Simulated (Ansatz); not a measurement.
# CdTe: the cost of one run

Computed with Ansatz 0.2.0 (DFT r2SCAN, scalar-relativistic, plane waves, PAW, unless a step's input says otherwise).

## 1. The structure to begin with

It takes space group F-43m (No. 216, cubic). Conventional cell: a = 6.564 Å, b = 6.564 Å, c = 6.564 Å, α = 90.00°, β = 90.00°, γ = 90.00°. Cd (site symmetry -43m) is surrounded by 4 Te at 2.84 Å. Te (site symmetry -43m) has 4 Cd at 2.84 Å as nearest neighbours.

Structure file:

```cif
data_structure
_symmetry_space_group_name_H-M 'P 1'
_symmetry_Int_Tables_number 1
_cell_length_a 4.6416
_cell_length_b 4.6416
_cell_length_c 4.6416
_cell_angle_alpha 60.000
_cell_angle_beta 60.000
_cell_angle_gamma 60.000
_cell_volume 70.71
loop_
_atom_site_label
_atom_site_type_symbol
_atom_site_fract_x
_atom_site_fract_y
_atom_site_fract_z
_atom_site_occupancy
Cd1 Cd 0.00000 0.00000 0.00000 1
Te1 Te 0.25000 0.25000 0.25000 1
```

This is candidate A: structure listed in a database for this formula (F-43m, No. 216).

(A quick probe on a coarse mesh, which set the mesh and smearing, is not shown.)

## 3. Relaxing cell and atoms (candidate A)

input.yaml

```yaml
crystal:
  lattice:
    - [0.0, 3.2821135562, 3.2821135562]
    - [3.2821135562, 0.0, 3.2821135562]
    - [3.2821135562, 3.2821135562, 0.0]
  atoms:
    - { symbol: Cd, position: [0.0, 0.0, 0.0] }
    - { symbol: Te, position: [0.25, 0.25, 0.25] }
basis:
  ecutwfc: 500
kpoints:
  mp_grid: { grid: [8, 8, 8] }
hamiltonian:
  xc: r2scan
scf:
  occupations: { method: gaussian, width: 0.02 }
output:
  forces: true
  stress: true
  eigenvalues: true
relax:
  adjacent_minimum: "off"
  f_tol: 0.01
  max_steps: 80
  cell: { stress_tol: 0.05 }
```

Started as:

```
$ ansatz run input.yaml --threads 1 --pin off --max-ram 3072MiB --backend cpu --events-out ev --progress --plain --runs-dir out
```

What time and memory should one allow on 1 thread of Intel Xeon 6975P-C (Granite Rapids), shared host?

About 25 s, with a peak of 0.64 GiB.
